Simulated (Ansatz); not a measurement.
**La₂O₃**

Level of theory: DFT, PBE with spin–orbit coupling, two-component spinors; plane waves to 420 eV with PAW datasets (Ansatz 0.2.0), 4×4×8 k-mesh, Gaussian smearing of 0.05 eV; PAW files: Ansatz's generated set soft_2.

```
CELL_PARAMETERS angstrom
6.37133 0.00000 0.00000
-3.18566 5.51773 0.00000
0.00000 0.00000 3.28662
ATOMIC_POSITIONS crystal
La 0.33333 0.66667 0.49972
La 0.66667 0.33333 0.50028
O 0.50001 0.50001 0.00000
O 0.49999 0.00000 0.00000
O 0.00000 0.49999 0.00000
```

The chain of runs began from a cell as deposited in COD, expanded in volume.

The cell has space group P6/mmm (read at 0.01 Å). In it the stress is 0.01, 0.01, 0.00, 0.00, 0.00, 0.00 GPa and the largest force component 0.002 eV/Å. Each change below starts from this cell, without further relaxation. Stress is in GPa, positive in compression, in the order xx, yy, zz, yz, xz, xy; energies are counted from the cell above.

Q: What happens when atom 3 (O) is moved by 0.02 Å along y?

A: The energy changes by 0.9 meV per cell, and the force on it along the shift is -0.093 eV/Å (−F/u = 4.65 eV/Å²). Stress: 0.01, 0.00, 0.00, 0.00, 0.00, 0.00.
```tsv
atom	Fx (eV/Å)	Fy	Fz
La1	0.005	0.033	0.002
La2	0.005	0.032	-0.002
O3	0.042	-0.093	0.000
O4	-0.025	0.058	0.000
O5	-0.026	-0.031	0.000
```

Q: What stress follows from an engineering strain of -2 % in xx, atoms carried along?

A: 2.78, 1.00, 1.06, 0.00, 0.00, 0.00 GPa; the energy changes by 19.8 meV per cell. The gap on the mesh goes from 1.60 eV to 1.52 eV.
```tsv
atom	Fx (eV/Å)	Fy	Fz
La1	0.000	0.278	0.002
La2	0.000	-0.278	-0.002
O3	0.000	0.000	0.000
O4	0.000	0.000	0.000
O5	0.000	0.000	0.000
```
The change of the stress over the strain gives a clamped-atom stiffness of about 139 GPa for this component, a secant value that lies under the elastic constant in tension and over it in compression, by several per cent for each per cent of strain.
In a harmonic crystal the energy would rise by V(½Cε² − σ₀ε), with σ₀ the stress of the unstrained cell, = 20.1 meV, which matches.

Semilocal functionals underestimate band gaps, commonly by a third or more. The program warned that the potential is rough where the density is thin (voids or gaps), so long spacings are poorly fixed.
